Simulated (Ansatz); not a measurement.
**Hg: how the settings move a single-point run**

Question: which choices in the input matter for Hg?

Program: Ansatz 0.2.0. Level of theory: reference: DFT, HSE06, plane waves, PAW. These are calculated values, not measurements.

### 1 Starting point

The structure is hexagonal, space group P6_3/mmc (No. 194). The conventional cell has a = 3.221 Å, b = 3.221 Å, c = 11.060 Å, α = 90.00°, β = 90.00°, γ = 120.00°. Hg (site symmetry -3m) is surrounded by 12 Hg at 3.22 to 3.33 Å. Around Hg (site symmetry -6m2) lie 12 Hg at 3.22 to 3.33 Å.

Structure file:

```cif
data_structure
_symmetry_space_group_name_H-M 'P6_3/mmc'
_symmetry_Int_Tables_number 194
_cell_length_a 3.2208
_cell_length_b 3.2208
_cell_length_c 11.0601
_cell_angle_alpha 90.000
_cell_angle_beta 90.000
_cell_angle_gamma 120.000
_cell_volume 99.36
loop_
_atom_site_label
_atom_site_type_symbol
_atom_site_symmetry_multiplicity
_atom_site_Wyckoff_symbol
_atom_site_fract_x
_atom_site_fract_y
_atom_site_fract_z
_atom_site_occupancy
Hg1 Hg 2 a 0.00000 0.00000 0.00000 1
Hg2 Hg 2 c 0.33333 0.66667 0.25000 1
```

### 2 The reference run

input.yaml reads:

```yaml
crystal:
  lattice:
    - [3.2208396983, 0.0, 0.0]
    - [-1.6104198491, 2.7893290002, 0.0]
    - [0.0, 0.0, 11.0601146744]
  atoms:
    - { symbol: Hg, position: [0.0, 0.0, 0.0] }
    - { symbol: Hg, position: [0.3333333333, 0.6666666667, 0.25] }
    - { symbol: Hg, position: [0.0, 0.0, 0.5] }
    - { symbol: Hg, position: [0.6666666667, 0.3333333333, 0.75] }
kpoints:
  mp_grid: { grid: [6, 6, 2] }
hamiltonian:
  xc: hse06
scf:
  occupations: { method: fermi_dirac, width: 0.02 }
  n_extra_bands: 5
output:
  forces: true
  stress: true
  eigenvalues: true
```

Launch:

```console
ansatz run input.yaml --threads 4 --pin off --max-ram 4608MiB --backend cpu --events-out ev --progress --plain --runs-dir out
```

### 3 Changing settings: xc pbe, accuracy low

input.yaml, as its differences from that of step 2:

```diff
@@ -13,3 +13,3 @@
 hamiltonian:
-  xc: hse06
+  xc: pbe
 scf:
@@ -21 +21,2 @@
   eigenvalues: true
+accuracy: low
```

### 4 Variant: exchange pbe, correlation pbe, coeff 0.3, omega 0.1

input.yaml, as its differences from that of step 2:

```diff
@@ -13,3 +13,3 @@
 hamiltonian:
-  xc: hse06
+  xc: { exchange: pbe, correlation: pbe, exx: { coeff: 0.3, omega: 0.1 } }
 scf:
```

### 5 Changed: exchange pbe, correlation pbe, coeff 0.5, omega 0.2078

input.yaml, as its differences from that of step 2:

```diff
@@ -13,3 +13,6 @@
 hamiltonian:
-  xc: hse06
+  xc:
+    exchange: pbe
+    correlation: pbe
+    exx: { coeff: 0.5, omega: 0.2078 }
 scf:
```

### 6 Changed: exchange pbe, correlation pbe, coeff 1.0, omega 0.5

input.yaml, as its differences from that of step 2:

```diff
@@ -13,3 +13,3 @@
 hamiltonian:
-  xc: hse06
+  xc: { exchange: pbe, correlation: pbe, exx: { coeff: 1.0, omega: 0.5 } }
 scf:
```

### 7 Variant: xc_grid 1

input.yaml, as its differences from that of step 2:

```diff
@@ -21 +21,3 @@
   eigenvalues: true
+basis:
+  xc_grid: 1
```

Before running it: what results should come out? Wanted: for each run, ending; energy change; pressure; gap; force.

**Answer**, as computed:

```
                                                      run     ending   energy change  pressure (GPa)  gap (eV)  force (eV/Å)  cycles   time
                                                reference  converged               0             0.7      0.00          0.00      15   38 s
                                  1: xc pbe, accuracy low  converged  not comparable             2.1      0.00          0.00       6  1.3 s
   2: exchange pbe, correlation pbe, coeff 0.3, omega 0.1  converged  not comparable             0.3      0.00          0.00      25   45 s
3: exchange pbe, correlation pbe, coeff 0.5, omega 0.2078  converged  not comparable            -0.7      0.00          0.00      19   41 s
   4: exchange pbe, correlation pbe, coeff 1.0, omega 0.5  converged  not comparable            -0.9      0.00          0.00      28   54 s
                                             5: xc_grid 1  converged    0.0 meV/atom             0.7      0.00          0.00      15   34 s
```

Residual by cycle in the longest SCF loop of each run; runs are numbered as in the table. The quantity is the density residual dr2, in eV.

```
cycle  reference    run 1    run 2    run 3    run 4    run 5
    1      0.011  0.00131   0.0152   0.0393    0.152    0.011
    2     6.7e-4   5.3e-4   8.6e-4  0.00196  0.00703   6.7e-4
    3     6.8e-5   2.6e-5   7.5e-5   1.1e-4   2.4e-4   6.8e-5
    4     5.6e-7   2.8e-6   5.1e-7   4.3e-7   4.3e-7   5.6e-7
    5     1.0e-7   1.7e-7   1.1e-7   1.1e-7   1.7e-7   1.0e-7
    6     5.2e-9   7.2e-9   5.7e-9   7.9e-9   1.5e-8   5.2e-9
    7    9.1e-11        -  1.1e-10  2.8e-10   1.7e-9  9.1e-11
    8          -        -        -        -  2.4e-11        -
```

**Reading.** «xc_grid 1» leaves the energy as it was. Of the variants the dearest is «exchange pbe, correlation pbe, coeff 1.0, omega 0.5» (54 s), the cheapest «xc pbe, accuracy low» (1.3 s), on a shared host.
